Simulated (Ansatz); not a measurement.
# Ge (Germanium): the cost of one run

Program: Ansatz 0.2.0. Level of theory: DFT PBE, scalar-relativistic, plane waves, PAW. These are calculated values, not measurements.

1 further run of the same task is left out (set aside as unsound or not needed).

## 1. Starting point

The structure is cubic, space group Fd-3m (No. 227). The conventional cell has a = 5.761 Å, b = 5.761 Å, c = 5.761 Å, α = 90.00°, β = 90.00°, γ = 90.00°. Ge (site symmetry -43m) is surrounded by 4 Ge at 2.49 Å.

Structure file:

```xyz
2
Lattice="0.0000 2.8805 2.8805 2.8805 0.0000 2.8805 2.8805 2.8805 0.0000" Properties=species:S:1:pos:R:3 pbc="T T T"
Ge    0.0000    0.0000    0.0000
Ge    1.4403    1.4403    1.4403
```

It is the result of an earlier relaxation at this level (volume 23.90 Å³/atom; gap on the mesh: none (metal)).

## 2. The bulk in the cell of the plane

File input.yaml:

```yaml
crystal:
  lattice:
    - [4.0736936901, 0.0, 0.0]
    - [0.0, 5.7610728656, 0.0]
    - [2.0368468451, 2.8805364328, 2.0368468451]
  atoms:
    - { symbol: Ge, position: [0.0, 0.0, 0.0] }
    - { symbol: Ge, position: [0.5, 0.25, 0.0] }
basis:
  ecutwfc: 420
kpoints:
  mp_grid: { grid: [9, 6, 17] }
hamiltonian:
  xc: pbe
scf:
  occupations: { method: gaussian, width: 0.1 }
output:
  forces: true
  stress: true
  eigenvalues: true
```

The run is started by

```console
$ ansatz run input.yaml --threads 1 --pin off --max-ram 2560MiB --backend cpu --events-out ev --progress --plain --runs-dir out
```

**Question.** How long does this run take on 1 thread of Intel Xeon Platinum 8375C at 2.90GHz (Ice Lake), shared host, and how much memory does it need?

About 15 s, with a peak of 0.62 GiB.
